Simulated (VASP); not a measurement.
# MgI₂ (1T (CdI2) bulk): gaps by functional in VASP

```
Mg I
1.0
     4.15721    0.00000    0.00000
    -2.07861    3.60025    0.00000
     0.00000    0.00000    6.87333
Mg I
1 2
Direct
  0.00000 0.00000 0.00000
  0.33333 0.66667 0.24262
  0.66667 0.33333 0.75738
```

All runs share this cell. Band v is the last that the valence electrons fill when counted band by band, and c is the next. A negative gap between them is a band overlap, as in a metal.

```
 level  gap (eV)  least direct gap (eV)  pressure (GPa)
   PBE      3.49                   3.68             1.1
   LDA      3.33                   3.42            -1.6
PBEsol      3.44                   3.56            -0.3
```
